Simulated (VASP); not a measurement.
# ZnSe (Stilleite) (F-43m) in VASP: settings compared

Aim: see how the results for ZnSe (Stilleite) move with the level of theory and the settings. Levels: PBE, PBEsol. Tasks: relaxation of cell and atoms.

Program: VASP 6.6.1. These are calculated values, not measurements. Logs are shortened: lines on timing, memory, paths and dates and some standing lists are left out, and cuts for length are marked.

## 1. The crystal as given

The structure is cubic, space group F-43m (No. 216). The conventional cell has a = 5.742 Å, b = 5.742 Å, c = 5.742 Å, α = 90.00°, β = 90.00°, γ = 90.00°. Zn (site symmetry -43m) has 4 Se at 2.49 Å as nearest neighbours. Around Se (site symmetry -43m) lie 4 Zn at 2.49 Å.

## 2. Relaxation of cell and atoms, PBE

The input, INCAR:

```
PREC = Accurate
ENCUT = 600
EDIFF = 1E-7
ISMEAR = 0
SIGMA = 0.03
LREAL = False
LASPH = True
NELM = 80
ALGO = Normal
ISIF = 3
LWAVE = False
LCHARG = False
GGA = PE
IBRION = 2
NSW = 90
EDIFFG = -0.005
```

The input, KPOINTS:

```
regular mesh
0
Gamma
  8 8 8
```

The input, POSCAR:

```
ZnSe                                    
1.0
   -0.0000000000      2.8709969153      2.8709969153
    2.8709969153      0.0000000000      2.8709969153
    2.8709969153      2.8709969153     -0.0000000000
  Zn              Se            
     1     1
Direct
     1.0000000000000000    0.0000000000000000    0.0000000000000000
     0.2500000000000000    0.2500000000000000    0.2500000000000000
```

Potentials or basis: VASP PAW PBE potentials, release 64 (Zn, Se).

Started as:

```console
$ cat potpaw_PBE.64/Zn/POTCAR potpaw_PBE.64/Se/POTCAR > POTCAR
$ mpirun -np 1 vasp_std > vasp.out
```

OUTCAR:

```text
PREC = Accurate
   ENCUT = 600
   EDIFF = 1E-7
   ISMEAR = 0
   LREAL = False
   LASPH = True
   NELM = 80
   ISIF = 3
   GGA = PE
   IBRION = 2
   NSW = 90
   EDIFFG = -0.005

 ion  position               nearest neighbor table
   1  0.000  0.000  0.000-   2 2.49   2 2.49   2 2.49   2 2.49
   2  0.250  0.250  0.250-   1 2.49   1 2.49   1 2.49   1 2.49

  LATTYP: Found a face centered cubic cell.
 ALAT       =     5.7419938306

  Lattice vectors:

 A1 = (   0.0000000000,   2.8709969153,   2.8709969153)
 A2 = (   2.8709969153,   0.0000000000,   2.8709969153)
 A3 = (   2.8709969153,   2.8709969153,   0.0000000000)

Analysis of symmetry for initial positions (statically):
=====================================================================
 Subroutine PRICEL returns:
 Original cell was already a primitive cell.

 Routine SETGRP: Setting up the symmetry group for a
 face centered cubic supercell.

 Subroutine GETGRP returns: Found 24 space group operations
 (whereof 24 operations were pure point group operations)
 out of a pool of 48 trial point group operations.

The static configuration has the point symmetry T_d .

Analysis of symmetry for dynamics (positions and initial velocities):
=====================================================================
 Subroutine PRICEL returns:
 Original cell was already a primitive cell.

 Routine SETGRP: Setting up the symmetry group for a
 face centered cubic supercell.

 Subroutine GETGRP returns: Found 24 space group operations
 (whereof 24 operations were pure point group operations)
 out of a pool of 48 trial point group operations.

The dynamic configuration has the point symmetry T_d .

 Subroutine INISYM returns: Found 24 space group operations
 (whereof 24 operations are pure point group operations),
 and found     1 'primitive' translations

----------------------------------------------------------------------------------------

                                     Primitive cell

  volume of cell :      47.3291

  direct lattice vectors                    reciprocal lattice vectors
     0.000000000  2.870996915  2.870996915    -0.174155534  0.174155534  0.174155534
     2.870996915  0.000000000  2.870996915     0.174155534 -0.174155534  0.174155534
     2.870996915  2.870996915  0.000000000     0.174155534  0.174155534 -0.174155534

  length of vectors
     4.060202775  4.060202775  4.060202775     0.301646233  0.301646233  0.301646233

  position of ions in fractional coordinates (direct lattice)
     0.000000000  0.000000000  0.000000000
     0.250000000  0.250000000  0.250000000

  ion indices of the primitive-cell ions
   primitive index   ion index
                 1           1
                 2           2

----------------------------------------------------------------------------------------

 KPOINTS: regular mesh

Automatic generation of k-mesh.
 Grid dimensions read from file:
 generate k-points for:    8    8    8

 Generating k-lattice:

  Cartesian coordinates                     Fractional coordinates (reciprocal lattice)
    -0.021769442  0.021769442  0.021769442     0.125000000  0.000000000  0.000000000
     0.021769442 -0.021769442  0.021769442     0.000000000  0.125000000  0.000000000
     0.021769442  0.021769442 -0.021769442     0.000000000  0.000000000  0.125000000

  Length of vectors
     0.037705779  0.037705779  0.037705779

  Shift w.r.t. Gamma in fractional coordinates (k-lattice)
     0.000000000  0.000000000  0.000000000

 Subroutine IBZKPT returns following result:
 ===========================================

 Found     29 irreducible k-points:

 Following reciprocal coordinates:
            Coordinates               Weight
  0.000000  0.000000  0.000000      1.000000
  0.125000  0.000000  0.000000      8.000000
  0.250000  0.000000  0.000000      8.000000
  0.375000  0.000000  0.000000      8.000000
  0.500000  0.000000  0.000000      4.000000
  0.125000  0.125000  0.000000      6.000000
[... 16 lines left out ...]
  0.500000  0.250000  0.125000     48.000000
 -0.375000  0.250000  0.125000     24.000000
 [... further k-points ...]
   k-points           NKPTS =     29   k-points in BZ     NKDIM =     29   number of bands    NBANDS=     13
   number of dos      NEDOS =    301   number of ions     NIONS =      2
   total plane-waves  NPLWV =  32768
   dimension x,y,z NGX =    32 NGY =   32 NGZ =   32
   dimension x,y,z NGXF=    64 NGYF=   64 NGZF=   64
   ions per type =               1   1
   NGX,Y,Z   is equivalent  to a cutoff of  13.10, 13.10, 13.10 a.u.
   NGXF,Y,Z  is equivalent  to a cutoff of  26.20, 26.20, 26.20 a.u.
 SYSTEM =  unknown system
   PREC   = accura    normal or accurate (medium, high low for compatibility)
   ISTART =      0    job   : 0-new  1-cont  2-samecut
   ICHARG =      2    charge: 1-file 2-atom 10-const
   ISPIN  =      1    spin polarized calculation?
   LNONCOLLINEAR =      F non collinear calculations
   LSORBIT =      F    spin-orbit coupling
   LASPH  =      T    aspherical Exc in radial PAW
   ENCUT  =  600.0 eV  44.10 Ry    6.64 a.u.   8.11  8.11  8.11*2*pi/ulx,y,z
   NELM   =     80;   NELMIN=  2; NELMDL= -5     # of ELM steps
   EDIFF  = 0.1E-06   stopping-criterion for ELM
   LREAL  =      F    real-space projection
   EDIFFG = -.5E-02   stopping-criterion for IOM
   NSW    =     90    number of steps for IOM
   IBRION =      2    ionic relax: 0-MD 1-quasi-New 2-CG
   NFREE  =      1    steps in history (QN), initial steepest desc. (CG)
   ISIF   =      3    stress and relaxation
   ISYM   =      2    0-nonsym 1-usesym 2-fastsym
   POTIM  = 0.5000    time-step for ionic-motion
   TEBEG  =    0.0;   TEEND  =   0.0 temperature during run
   PSTRESS=    0.0 pullay stress
   NELECT =      18.0000    total number of electrons
   NUPDOWN=      -1.0000    fix difference up-down
   EMIN   =  10.00;   EMAX   =-10.00  energy-range for DOS
   EFERMI =   0.00;   METHOD = LEGACY
   ISMEAR =     0;   SIGMA  =   0.03  broadening in eV -4-tet -1-fermi 0-gaus
   EFERMI_NEDOS =   21; number of points for ismear=-14 and -15
   IALGO  =     38    algorithm
   IMIX   =      4    mixing-type and parameters
     AMIX     =   0.40;   BMIX     =  1.00
     AMIX_MAG =   1.60;   BMIX_MAG =  1.00
  volume/ion in A,a.u.               =      23.66       159.70
  Fermi-wavevector in a.u.,A,eV,Ry     =   1.186104  2.241412 19.141272  1.406844
  Thomas-Fermi vector in A             =   2.322284
   LORBIT       =      0    0 simple, 1 ext, 2 COOP (PROOUT), +10 PAW based schemes
   GGA     = PE    functional components
   LHFCALC =     F    Hartree Fock is set to
   AEXX    =    0.0000 exact exchange contribution
   IVDW    =     0    specifies the selected vdW correction
   LEPSILON=     F    determine dielectric tensor
   LRPA    =     F    only Hartree local field effects (RPA)
 conjugate gradient relaxation of ions
 non-spin polarized calculation
 Gauss-broadening in eV      SIGMA  =   0.03
  energy-cutoff  :      600.00
  volume of cell :       47.33
 maximum number of plane-waves:      1604
   NGX = 17   NGY = 17   NGZ = 17

--------------------------------------- Ionic step        1  -------------------------------------------

 number of electron      18.0000015 magnetization

 Free energy of the ion-electron system (eV)
  ---------------------------------------------------
  ext. energy  EPLUGINS =         0.00000000
  ---------------------------------------------------
  free energy    TOTEN  =        -6.03234516 eV

  energy without entropy =       -6.03234516  energy(sigma->0) =       -6.03234516

------------------------ aborting loop because EDIFF is reached ----------------------------------------

  FORCE on cell =-STRESS in cart. coord.  units (eV):
  Direction    XX          YY          ZZ          XY          YZ          ZX
  --------------------------------------------------------------------------------------
  -------------------------------------------------------------------------------------
  Total       -0.0220380     -0.0220380     -0.0220380     -0.0000000     -0.0000000      0.0000000
  in kB       -0.7460268     -0.7460268     -0.7460268     -0.0000000     -0.0000000      0.0000000
  external PRESSURE =      -0.7460268 kB  Pullay stress =       0.0000000 kB

 VOLUME and BASIS-vectors are now :
 -----------------------------------------------------------------------------
  energy-cutoff  :      600.00
  volume of cell :       47.33
      direct lattice vectors                 reciprocal lattice vectors
     0.000000000  2.870996915  2.870996915    -0.174155534  0.174155534  0.174155534
     2.870996915  0.000000000  2.870996915     0.174155534 -0.174155534  0.174155534
     2.870996915  2.870996915  0.000000000     0.174155534  0.174155534 -0.174155534

 POSITION                                       TOTAL-FORCE (eV/Angst)
 -----------------------------------------------------------------------------------
      0.00000      0.00000      0.00000        -0.000000     -0.000000     -0.000000
      1.43550      1.43550      1.43550         0.000000      0.000000      0.000000
 -----------------------------------------------------------------------------------
    total drift:                                0.000000      0.000000      0.000000

  FREE ENERGIE OF THE ION-ELECTRON SYSTEM (eV)
  ---------------------------------------------------
  free  energy   TOTEN  =        -6.0323451616 eV

  energy  without entropy=       -6.0323451616  energy(sigma->0) =       -6.03234516

--------------------------------------- Ionic step        2  -------------------------------------------

 number of electron      18.0000015 magnetization

 Free energy of the ion-electron system (eV)
  ---------------------------------------------------
  ext. energy  EPLUGINS =         0.00000000
  ---------------------------------------------------
  free energy    TOTEN  =        -6.03236661 eV

  energy without entropy =       -6.03236661  energy(sigma->0) =       -6.03236661

 E-fermi :   1.4369     XC(G=0):  -9.1511

 val. band max:        1.2985329957   @ k =   0.0000   0.0000   0.0000
 cond. band min:       2.4396277510   @ k =   0.0000   0.0000   0.0000
 fundamental gap:      1.1410947553
 Fermi energy:         1.4368649752

 k-point     1 :       0.0000    0.0000    0.0000
  band No.  band energies     occupation
      1     -11.7270      2.00000
      2      -5.1185      2.00000
      3      -5.1185      2.00000
      4      -5.1185      2.00000
      5      -4.7819      2.00000
      6      -4.7819      2.00000
      7       1.2985      2.00000
      8       1.2985      2.00000
      9       1.2985      2.00000
     10       2.4396      0.00000
     11       7.1088      0.00000
     12       7.1088      0.00000
     13       7.1088      0.00000

 k-point     2 :       0.1250    0.0000    0.0000
  band No.  band energies     occupation
      1     -11.6335      2.00000
      2      -5.1094      2.00000
      3      -5.1039      2.00000
      4      -5.1039      2.00000
      5      -4.7831      2.00000
      6      -4.7831      2.00000
      7       0.0033      2.00000
      8       1.1568      2.00000
      9       1.1568      2.00000
     10       3.4359      0.00000
     11       7.0269      0.00000
     12       7.3502      0.00000
     13       7.3502      0.00000
[... 321 lines left out ...]
 k-point    23 :       0.5000    0.2500    0.1250
  band No.  band energies     occupation
      1     -10.9788      2.00000
      2      -5.0275      2.00000
      3      -5.0016      2.00000
      4      -4.8732      2.00000
      5      -4.7700      2.00000
      6      -4.7183      2.00000
      7      -2.8975      2.00000
      8      -0.8488      2.00000
      9       0.0941      2.00000
     10       5.4403      0.00000
     11       6.8475      0.00000
     12       7.9618      0.00000
     13       9.4524      0.00000

 k-point    24 :      -0.3750    0.2500    0.1250
  band No.  band energies     occupation
      1     -10.8795      2.00000
      2      -5.0207      2.00000
      3      -4.9891      2.00000
      4      -4.8084      2.00000
      5      -4.7750      2.00000
      6      -4.5898      2.00000
      7      -3.3875      2.00000
      8      -0.9835      2.00000
      9      -0.0742      2.00000
     10       5.4145      0.00000
     11       6.8748      0.00000
     12       8.6105      0.00000
     13       9.8472      0.00000

 [... further k-points ...]

------------------------ aborting loop because EDIFF is reached ----------------------------------------

  FORCE on cell =-STRESS in cart. coord.  units (eV):
  Direction    XX          YY          ZZ          XY          YZ          ZX
  --------------------------------------------------------------------------------------
  -------------------------------------------------------------------------------------
  Total       -0.0023066     -0.0023066     -0.0023066      0.0000000      0.0000000     -0.0000000
  in kB       -0.0782068     -0.0782068     -0.0782068      0.0000000      0.0000000     -0.0000000
  external PRESSURE =      -0.0782068 kB  Pullay stress =       0.0000000 kB

 VOLUME and BASIS-vectors are now :
 -----------------------------------------------------------------------------
  energy-cutoff  :      600.00
  volume of cell :       47.25
      direct lattice vectors                 reciprocal lattice vectors
     0.000000000  2.869470735  2.869470735    -0.174248162  0.174248162  0.174248162
     2.869470735  0.000000000  2.869470735     0.174248162 -0.174248162  0.174248162
     2.869470735  2.869470735  0.000000000     0.174248162  0.174248162 -0.174248162

 POSITION                                       TOTAL-FORCE (eV/Angst)
 -----------------------------------------------------------------------------------
      5.73894      5.73894      5.73894        -0.000000     -0.000000     -0.000000
      1.43474      1.43474      1.43474         0.000000      0.000000      0.000000
 -----------------------------------------------------------------------------------
    total drift:                                0.000000      0.000000      0.000000

  FREE ENERGIE OF THE ION-ELECTRON SYSTEM (eV)
  ---------------------------------------------------
  free  energy   TOTEN  =        -6.0323666118 eV

  energy  without entropy=       -6.0323666118  energy(sigma->0) =       -6.03236661

 reached required accuracy - stopping structural energy minimisation
```

It took 15 s on 1 thread of Intel Xeon 6975P-C (Granite Rapids), shared host; peak memory 0.19 GiB.

What came out:

```yaml
Free_energy: -6.0324 eV
Relaxed_volume: 23.63 Å³/atom
Relaxed_cell: a = 4.058 Å, b = 4.058 Å, c = 4.058 Å, α = 60.00°, β = 60.00°, γ = 60.00°
Space_group_after_relaxing_to_0.05_Å: F-43m (No. 216)
Energy_gained_by_relaxing: 0.0 meV/atom
Ionic_steps: 2
Pressure_after_relaxing: 0.0 GPa
Band_gap_on_the_k_mesh: 1.14 eV, direct
```

Final structure:
```xyz
2
Lattice="0.0000 2.8695 2.8695 2.8695 0.0000 2.8695 2.8695 2.8695 0.0000" Properties=species:S:1:pos:R:3 pbc="T T T"
Zn    5.7389    5.7389    5.7389
Se    1.4347    1.4347    1.4347
```

Expect the measured gap to be larger: semilocal functionals such as PBE lack the derivative discontinuity.

## 3. Relaxation of cell and atoms, PBEsol

This run uses another cell than the first one, of 22.76 Å³/atom, 0.962 times its volume.

The input, INCAR:

```
PREC = Accurate
ENCUT = 600
EDIFF = 1E-6
ISMEAR = 0
SIGMA = 0.03
LREAL = F
LASPH = T
NELM = 80
ALGO = Normal
ISIF = 3
LWAVE = F
LCHARG = F
GGA = PS
IBRION = 2
NSW = 90
EDIFFG = -0.01
KPAR = 4
```

The input, KPOINTS:

```
Automatic mesh
0
Gamma
  8 8 8
```

The input, POSCAR:

```
ZnSe
1.0
    0.0000000000      2.8338000000      2.8338000000
    2.8338000000      0.0000000000      2.8338000000
    2.8338000000      2.8338000000      0.0000000000
Zn Se
1 1
Direct
    0.0000000000      0.0000000000      0.0000000000
    0.2500000000      0.2500000000      0.2500000000
```

Potentials or basis: VASP PAW PBE potentials, release 64 (Zn, Se).

Started as:

```console
$ cat potpaw_PBE.64/Zn/POTCAR potpaw_PBE.64/Se/POTCAR > POTCAR
$ mpirun -np 4 vasp_std > vasp.out
```

It took 8.4 s on 4 MPI ranks of Intel Xeon 6975P-C (Granite Rapids), shared host; peak memory 0.19 GiB.

The run converged. Its results:

| Item | Value |
| --- | --- |
| Free energy | -6.7732 eV |
| Relaxed volume | 22.44 Å³/atom |
| Relaxed cell | a = 3.989 Å, b = 3.989 Å, c = 3.989 Å, α = 60.00°, β = 60.00°, γ = 60.00° |
| Space group after relaxing (to 0.05 Å) | F-43m (No. 216) |
| Energy gained by relaxing | 0.9 meV/atom |
| Ionic steps | 3 |
| Pressure after relaxing | 0.0 GPa |
| Band gap on the k mesh | 1.23 eV, direct |

The path:
| step | energy change (eV) | largest force (eV/Å) | pressure (GPa) | volume (Å³) |
| --- | --- | --- | --- | --- |
| 1 | 0.0000 | 0.0000 | -0.91 | 45.51 |
| 2 | -0.0017 | 0.0000 | 0.45 | 44.67 |
| 3 | -0.0019 | 0.0000 | 0.01 | 44.88 |

Final structure:
```
Zn Se
1.0
     0.00000    2.82066    2.82066
     2.82066    0.00000    2.82066
     2.82066    2.82066    0.00000
Zn Se
1 1
Direct
  0.00000 0.00000 0.00000
  0.25000 0.25000 0.25000
```

Levels at points of the mesh, in eV from the valence-band top:
| k point | band 6 | band 7 | band 8 | band 9 | band 10 | band 11 | band 12 | band 13 |
| --- | --- | --- | --- | --- | --- | --- | --- | --- |
| (0.00, 0.00, 0.00) | -6.23 | 0.00 | 0.00 | 0.00 | 1.23 | 5.73 | 5.73 | 5.73 |
| (0.50, 0.00, 0.00) | -6.06 | -5.37 | -0.90 | -0.90 | 2.47 | 6.30 | 6.30 | 8.44 |
| (0.50, 0.50, 0.00) | -6.04 | -4.85 | -2.26 | -2.26 | 2.81 | 3.37 | 10.71 | 11.27 |

Caveat: the PAW data sets were made with another functional, which shifts forces and pressure a little.

## 4. Relaxation of cell and atoms, PBEsol

This run uses another cell than the first one, of 22.44 Å³/atom, 0.948 times its volume.

INCAR, as its differences from that of step 3:

```diff
@@ -2,3 +2,3 @@
 ENCUT = 600
-EDIFF = 1E-6
+EDIFF = 1E-7
 ISMEAR = 0
@@ -15,3 +15,3 @@
 NSW = 90
-EDIFFG = -0.01
+EDIFFG = -0.005
 KPAR = 4
```

KPOINTS is that of step 3.

The input, POSCAR:

```
ZnSe                                    
1.0
   -0.0000000000      2.8206646089      2.8206646089
    2.8206646089      0.0000000000      2.8206646089
    2.8206646089      2.8206646089     -0.0000000000
  Zn              Se            
     1     1
Direct
     0.0000000000000000    0.0000000000000000    0.0000000000000000
     0.2500000000000000    0.2500000000000000    0.2500000000000000
```

Started as:

```console
$ cat potpaw_PBE.64/Zn/POTCAR potpaw_PBE.64/Se/POTCAR > POTCAR
$ mpirun -np 4 vasp_std > vasp.out
```

Wall time 4.1 s (4 MPI ranks of Intel Xeon 6975P-C (Granite Rapids), shared host); peak memory 0.18 GiB.

The run converged. Its results:

```
Free energy             : -6.7731 eV
Pressure after relaxing : 0.0 GPa
Band gap on the k mesh  : 1.23 eV, direct
```

Final structure:
```
Zn Se
1.0
     0.00000    2.82066    2.82066
     2.82066    0.00000    2.82066
     2.82066    2.82066    0.00000
Zn Se
1 1
Direct
  0.00000 0.00000 0.00000
  0.25000 0.25000 0.25000
```

Levels at points of the mesh, in eV from the valence-band top:
| k point | band 6 | band 7 | band 8 | band 9 | band 10 | band 11 | band 12 | band 13 |
| --- | --- | --- | --- | --- | --- | --- | --- | --- |
| (0.00, 0.00, 0.00) | -6.22 | 0.00 | 0.00 | 0.00 | 1.23 | 5.73 | 5.73 | 5.73 |
| (0.50, 0.00, 0.00) | -6.06 | -5.37 | -0.90 | -0.90 | 2.47 | 6.30 | 6.30 | 8.44 |
| (0.50, 0.50, 0.00) | -6.04 | -4.85 | -2.26 | -2.26 | 2.81 | 3.37 | 10.71 | 11.27 |

Caveat: the relaxation stopped at its first step, so nothing moved; the PAW data sets were made with another functional, which shifts forces and pressure a little.
